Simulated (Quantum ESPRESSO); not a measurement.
# MnO2 (P-3m1) in Quantum ESPRESSO: equation of state

Aim: energy against volume of MnO2 in PBE, for its equilibrium volume and stiffness.

All numbers are computed with Quantum ESPRESSO 7.5; they aren't measurements. Logs are shortened: lines on timing, memory, paths and dates and some standing lists are left out, and cuts for length are marked.

### Step 1. The crystal as given

Symmetry: P-3m1, No. 164, trigonal system. Conventional cell: a = 2.857 Å, b = 2.857 Å, c = 4.601 Å, α = 90.00°, β = 90.00°, γ = 120.00°. Mn (site symmetry -3m) is surrounded by 6 O at 1.90 Å. O (site symmetry 3m) is surrounded by 3 Mn at 1.90 Å.

Measurements of this composition are mostly on another form, of space group No. 136.

### Step 2. Single point, PBE, collinear spin, ferromagnetic start, 10.19 Å³/atom

File pw.in:

```
&CONTROL
  calculation = 'scf'
  prefix = 'pwscf'
  outdir = './tmp'
  pseudo_dir = './pseudo'
  tprnfor = .true.
  tstress = .true.
  disk_io = 'nowf'
/
&SYSTEM
  ibrav = 0
  nat = 3
  ntyp = 2
  ecutwfc = 65
  ecutrho = 780
  nbnd = 24
  occupations = 'smearing'
  smearing = 'fd'
  degauss = 0.00367493
  nspin = 2
  starting_magnetization(1) = 0.2667
  starting_magnetization(2) = 0
/
&ELECTRONS
  conv_thr = 6d-10
  electron_maxstep = 120
  mixing_beta = 0.3
/
ATOMIC_SPECIES
Mn    54.9380 mn_pbe_v1.5.uspp.F.UPF
O     15.9990 O.pbe-n-kjpaw_psl.0.1.UPF
CELL_PARAMETERS angstrom
   2.7982643040    0.0000000000    0.0000000000
  -1.3991321520    2.4233679738    0.0000000000
   0.0000000000    0.0000000000    4.5074421091
ATOMIC_POSITIONS crystal
Mn     0.0000000000    0.0000000000    0.5000000000
O      0.3333333333    0.6666666667    0.7062925700
O      0.6666666667    0.3333333333    0.2937074300
K_POINTS automatic
11 11 6 0 0 0
```

Potentials or basis: SSSP 1.3 efficiency PBE.

Started as:

```console
OMP_NUM_THREADS=1 mpirun -n 2 pw.x -nk 2 -in pw.in > pw.out
```

pw.out:

```text
This program is part of the open-source Quantum ESPRESSO suite
     for quantum simulation of materials; please cite
         "P. Giannozzi et al., J. Phys.:Condens. Matter 21 395502 (2009);
         "P. Giannozzi et al., J. Phys.:Condens. Matter 29 465901 (2017);
         "P. Giannozzi et al., J. Chem. Phys. 152 154105 (2020);
     in publications or presentations arising from this work. More details at

     file O.pbe-n-kjpaw_psl.0.1.UPF: wavefunction(s)  2P renormalized
     Message from routine setup:
     using ibrav=0 with symmetry is DISCOURAGED, use correct ibrav instead

     K-points division:     npool     =       2
     Subspace diagonalization in iterative solution of the eigenvalue problem:
     a serial algorithm will be used

     G-vector sticks info
     --------------------
     sticks:   dense  smooth     PW     G-vecs:    dense   smooth      PW
     Sum        1507     499    151                75981    14653    2479

     Using Slab Decomposition

     bravais-lattice index     =            0
     lattice parameter (alat)  =       5.2880  a.u.
     unit-cell volume          =     206.2694 (a.u.)^3
     number of atoms/cell      =            3
     number of atomic types    =            2
     number of electrons       =        27.00
     number of Kohn-Sham states=           24
     kinetic-energy cutoff     =      65.0000  Ry
     charge density cutoff     =     780.0000  Ry
     scf convergence threshold =      6.0E-10
     mixing beta               =       0.3000
     number of iterations used =            8  plain     mixing
     Exchange-correlation= SLA  PW   PBX  PBC
                           (   1   4   3   4   0   0   0)

     celldm(1)=   5.287953  celldm(2)=   0.000000  celldm(3)=   0.000000
     celldm(4)=   0.000000  celldm(5)=   0.000000  celldm(6)=   0.000000

     crystal axes: (cart. coord. in units of alat)
               a(1) = (   1.000000   0.000000   0.000000 )
               a(2) = (  -0.500000   0.866025   0.000000 )
               a(3) = (   0.000000   0.000000   1.610799 )

     reciprocal axes: (cart. coord. in units 2 pi/alat)
               b(1) = (  1.000000  0.577350 -0.000000 )
               b(2) = (  0.000000  1.154701  0.000000 )
               b(3) = (  0.000000 -0.000000  0.620810 )

     PseudoPot. # 1 for Mn read from file:
     mn_pbe_v1.5.uspp.F.UPF
     Pseudo is Ultrasoft + core correction, Zval = 15.0
     Generated by new atomic code, or converted to UPF format
     Using radial grid of  859 points,  6 beta functions with:
                l(1) =   0
                l(2) =   0
                l(3) =   1
                l(4) =   1
                l(5) =   2
                l(6) =   2
     Q(r) pseudized with  8 coefficients,  rinner =    0.950   0.950   0.950
                                                       0.950   0.950

     PseudoPot. # 2 for O  read from file:
     O.pbe-n-kjpaw_psl.0.1.UPF
     Pseudo is Projector augmented-wave + core cor, Zval =  6.0
     Generated using "atomic" code by A. Dal Corso  v.5.0.99 svn rev. 10869
     Shape of augmentation charge: BESSEL
     Using radial grid of 1095 points,  4 beta functions with:
                l(1) =   0
                l(2) =   0
                l(3) =   1
                l(4) =   1
     Q(r) pseudized with 0 coefficients

     atomic species   valence    mass     pseudopotential
     Mn               15.00    54.93800     Mn( 1.00)
     O                 6.00    15.99900     O ( 1.00)

     Starting magnetic structure
     atomic species   magnetization
     Mn              0.267
     O               0.000

     12 Sym. Ops., with inversion, found

   Cartesian axes

     site n.     atom                  positions (alat units)
         1        Mn     tau(   1) = (   0.0000000   0.0000000   0.8053996  )
         2        O      tau(   2) = (  -0.0000000   0.5773503   1.1376956  )
         3        O      tau(   3) = (   0.5000000   0.2886751   0.4731037  )

     number of k points=    84  Fermi-Dirac smearing, width (Ry)=  0.0037
                       cart. coord. in units 2pi/alat
        k(    1) = (   0.0000000   0.0000000   0.0000000), wk =   0.0013774
        k(    2) = (   0.0000000   0.0000000   0.1034683), wk =   0.0027548
        k(    3) = (   0.0000000   0.0000000   0.2069366), wk =   0.0027548
        k(    4) = (   0.0000000   0.0000000  -0.3104049), wk =   0.0013774
        k(    5) = (   0.0000000   0.1049728   0.0000000), wk =   0.0082645
        k(    6) = (   0.0000000   0.1049728   0.1034683), wk =   0.0082645
[... 76 lines left out ...]
        k(   83) = (  -0.1818182   0.5248639  -0.1034683), wk =   0.0165289
        k(   84) = (  -0.1818182   0.5248639  -0.2069366), wk =   0.0165289

     Dense  grid:    75981 G-vectors     FFT dimensions: (  48,  48,  75)

     Smooth grid:    14653 G-vectors     FFT dimensions: (  27,  27,  45)

     Check: negative core charge=   -0.000012
     Generating pointlists ...
     new r_m :   0.2748 (alat units)  1.4531 (a.u.) for type    1
     new r_m :   0.2748 (alat units)  1.4531 (a.u.) for type    2

     Initial potential from superposition of free atoms

     starting charge      26.4999, renormalised to      27.0000
     Starting wfcs are   21 randomized atomic wfcs +    3 random wfcs
     Checking if some PAW data can be deallocated...

     Self-consistent Calculation

     iteration #  1     ecut=    65.00 Ry     beta= 0.30
     Davidson diagonalization with overlap
     ethr =  1.00E-02,  avg # of iterations =  4.8

     total energy              =    -294.00759973 Ry
     estimated scf accuracy    <       2.22789406 Ry

     total magnetization       =     3.00 Bohr mag/cell
     absolute magnetization    =     3.05 Bohr mag/cell

     iteration #  2     ecut=    65.00 Ry     beta= 0.30
     Davidson diagonalization with overlap
     ethr =  8.25E-03,  avg # of iterations =  1.6

     total energy              =    -294.30085127 Ry
     estimated scf accuracy    <       1.55594279 Ry

     total magnetization       =     2.70 Bohr mag/cell
     absolute magnetization    =     2.71 Bohr mag/cell

     iteration #  3     ecut=    65.00 Ry     beta= 0.30
     Davidson diagonalization with overlap
     ethr =  5.76E-03,  avg # of iterations =  1.0

     total energy              =    -294.56440462 Ry
     estimated scf accuracy    <       0.17053197 Ry

     total magnetization       =     3.00 Bohr mag/cell
     absolute magnetization    =     3.10 Bohr mag/cell

     iteration #  4     ecut=    65.00 Ry     beta= 0.30
     Davidson diagonalization with overlap
     ethr =  6.32E-04,  avg # of iterations =  1.3

     total energy              =    -294.59999158 Ry
     estimated scf accuracy    <       0.05090418 Ry

     total magnetization       =     3.00 Bohr mag/cell
     absolute magnetization    =     3.04 Bohr mag/cell

     iteration #  5     ecut=    65.00 Ry     beta= 0.30
     Davidson diagonalization with overlap
     ethr =  1.89E-04,  avg # of iterations =  1.0

     total energy              =    -294.60514129 Ry
     estimated scf accuracy    <       0.00160130 Ry

     total magnetization       =     3.00 Bohr mag/cell
     absolute magnetization    =     3.04 Bohr mag/cell

     iteration #  6     ecut=    65.00 Ry     beta= 0.30
     Davidson diagonalization with overlap
     ethr =  5.93E-06,  avg # of iterations =  2.6

     total energy              =    -294.60504756 Ry
     estimated scf accuracy    <       0.00121242 Ry

     total magnetization       =     3.00 Bohr mag/cell
     absolute magnetization    =     3.03 Bohr mag/cell

     iteration #  7     ecut=    65.00 Ry     beta= 0.30
     Davidson diagonalization with overlap
     ethr =  4.49E-06,  avg # of iterations =  1.1

     total energy              =    -294.60521396 Ry
     estimated scf accuracy    <       0.00003329 Ry

     total magnetization       =     3.00 Bohr mag/cell
     absolute magnetization    =     3.03 Bohr mag/cell

     iteration #  8     ecut=    65.00 Ry     beta= 0.30
     Davidson diagonalization with overlap
     ethr =  1.23E-07,  avg # of iterations =  2.0

     total energy              =    -294.60522003 Ry
     estimated scf accuracy    <       0.00008700 Ry

     total magnetization       =     3.00 Bohr mag/cell
     absolute magnetization    =     3.03 Bohr mag/cell

     iteration #  9     ecut=    65.00 Ry     beta= 0.30
     Davidson diagonalization with overlap
     ethr =  1.23E-07,  avg # of iterations =  1.1

     total energy              =    -294.60522654 Ry
     estimated scf accuracy    <       0.00001213 Ry

     total magnetization       =     3.00 Bohr mag/cell
     absolute magnetization    =     3.03 Bohr mag/cell

     iteration # 10     ecut=    65.00 Ry     beta= 0.30
     Davidson diagonalization with overlap
     ethr =  4.49E-08,  avg # of iterations =  1.4

     total energy              =    -294.60522861 Ry
     estimated scf accuracy    <       0.00000019 Ry

     total magnetization       =     3.00 Bohr mag/cell
     absolute magnetization    =     3.03 Bohr mag/cell

     iteration # 11     ecut=    65.00 Ry     beta= 0.30
     Davidson diagonalization with overlap
     ethr =  7.22E-10,  avg # of iterations =  2.0

     total energy              =    -294.60522875 Ry
     estimated scf accuracy    <       0.00000007 Ry

     total magnetization       =     3.00 Bohr mag/cell
     absolute magnetization    =     3.03 Bohr mag/cell

     iteration # 12     ecut=    65.00 Ry     beta= 0.30
     Davidson diagonalization with overlap
     ethr =  2.77E-10,  avg # of iterations =  1.5

     total energy              =    -294.60522881 Ry
     estimated scf accuracy    <          3.0E-09 Ry

     total magnetization       =     3.00 Bohr mag/cell
     absolute magnetization    =     3.03 Bohr mag/cell

     iteration # 13     ecut=    65.00 Ry     beta= 0.30
     Davidson diagonalization with overlap
     ethr =  1.10E-11,  avg # of iterations =  2.0

     total energy              =    -294.60522883 Ry
     estimated scf accuracy    <          1.0E-09 Ry

     total magnetization       =     3.00 Bohr mag/cell
     absolute magnetization    =     3.03 Bohr mag/cell

     iteration # 14     ecut=    65.00 Ry     beta= 0.30
     Davidson diagonalization with overlap
     ethr =  3.80E-12,  avg # of iterations =  1.5

     Magnetic moment per site  (integrated on atomic sphere of radius R)
     atom   1 (R=0.275)  charge= 11.6530  magn=  2.4438
     atom   2 (R=0.275)  charge=  5.1904  magn=  0.0673
     atom   3 (R=0.275)  charge=  5.1904  magn=  0.0673

     End of self-consistent calculation

     Number of k-points >= 100: set verbosity='high' to print the bands.

     the Fermi energy is     9.3570 ev

!    total energy              =    -294.60522884 Ry
     estimated scf accuracy    <          1.8E-11 Ry
     smearing contrib. (-TS)   =      -0.00000283 Ry
     internal energy E=F+TS    =    -294.60522601 Ry

     The total energy is F=E-TS. E is the sum of the following terms:
     one-electron contribution =    -186.78923423 Ry
     hartree contribution      =     105.72866944 Ry
     xc contribution           =     -41.47930101 Ry
     ewald contribution        =    -153.02356013 Ry
     one-center paw contrib.   =     -19.04180008 Ry

     total magnetization       =     3.00 Bohr mag/cell
     absolute magnetization    =     3.03 Bohr mag/cell

     convergence has been achieved in  14 iterations

     Forces acting on atoms (cartesian axes, Ry/au):

     atom    1 type  1   force =     0.00000000    0.00000000    0.00000000
     atom    2 type  2   force =     0.00000000    0.00000000    0.04689555
     atom    3 type  2   force =    -0.00000000   -0.00000000   -0.04689555

     Total force =     0.066320     Total SCF correction =     0.000001

     Computing stress (Cartesian axis) and pressure

          total   stress  (Ry/bohr**3)                   (kbar)     P=      194.19
   0.00148474   0.00000000  -0.00000000          218.41        0.00       -0.00
   0.00000000   0.00148474  -0.00000000            0.00      218.41       -0.00
   0.00000000   0.00000000   0.00099084            0.00        0.00      145.76

=------------------------------------------------------------------------------=
   JOB DONE.
=------------------------------------------------------------------------------=
```

Wall time 66 s (2 MPI ranks of Intel Xeon Platinum 8559C (Emerald Rapids), shared host); peak memory 0.56 GiB.

What came out:

```yaml
Free_energy: -4008.3083 eV
Pressure: 19.4 GPa
Largest_force: 1.206 eV/Å
Band_gap_on_the_k_mesh: 0.61 eV, indirect (least direct gap 0.65 eV)
Net_moment: 3.00 μB per cell
Absolute_moment: 3.03 μB per cell
Site_moments: Mn +2.44; O +0.07 μB
Valence_electrons_inside_the_program's_atomic_spheres: Mn 11.65; O 5.19
```

Caveat: an odd mesh through Γ misses points on the zone boundary, where band edges often lie; a cell with one magnetic atom can't hold antiferromagnetic order, which such compounds often take; forces of over 1 eV/Å show positions far from the minimum, so gaps and moduli don't describe the material at rest.

(Continued in part 2 of 2.)
